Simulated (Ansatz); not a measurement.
**HgTe: predicting SCF behaviour**

System: HgTe, an experimental structure (space group Fm-3m); the cell holds 2 atoms. The computed pressure is over 10 GPa in size, so the cell is far from the computed equilibrium volume. Source: COD entry 1538296; it may be a high-temperature, high-pressure or metastable form.

```
CELL_PARAMETERS angstrom
0.00000 2.92150 2.92150
2.92150 0.00000 2.92150
2.92150 2.92150 0.00000
ATOMIC_POSITIONS crystal
Te 0.50000 0.50000 0.50000
Hg 0.00000 0.00000 0.00000
```

Numbers behind element symbols give the atom's place in this list.

Method: DFT, PBE, PAW, plane waves, scalar-relativistic (Ansatz).

- Plane-wave cutoff: 420 eV
- k-point mesh: 6×6×6 (Γ-centred)
- Occupations: Fermi–Dirac smearing, 0.1 eV
- Spin: off

The starting density is a sum of atomic densities corrected by a trained network, so it is already close to self-consistency.

Default run: converged in 6 iterations, with no gap on the k-mesh. The search for lower states is off, and runs that name a mixer don't switch to direct minimisation.

(1) What happens with Methfessel–Paxton smearing, width 0.15 eV (limit 80 iterations)?

(2) What happens with Anderson, β 0.2, history 8, no preconditioner (limit 80 iterations)?

(3) What happens with fixed occupations (limit 80 iterations)?

(4) What happens with cold smearing, width 0.05 eV (limit 80 iterations)?

(5) Change to Anderson, β 0.02, history 8, no preconditioner (limit 80 iterations). Does it converge, and to what?

(6) Rank these settings by the iterations they needed, fewest first.
A. Anderson, β 0.02, history 8, no preconditioner
B. MSR1 mixing, preconditioner Kerker
C. linear mixing, β 0.2, no preconditioner
D. direct minimisation
E. Anderson, β 0.2, history 8, no preconditioner

## Answers

(1) Converged in 5 iterations: free energy shifted by +9.4 meV/atom, zero-width estimate shifted by +2.0 meV/atom.

(2) Converged in 8 iterations: the same free energy.

(3) Converged in 6 iterations: free energy shifted by +202 meV/atom, zero-width estimate shifted by +195 meV/atom, but the bands overlap, so whole fillings don't suit this cell, pressure 12.4 GPa against 10.4.

(4) Converged in 6 iterations: free energy shifted by +10.2 meV/atom, zero-width estimate shifted by +2.7 meV/atom.

(5) Converged in 13 iterations: the same free energy.

(6) D (5), B (6), E (8), A (13), C (19).
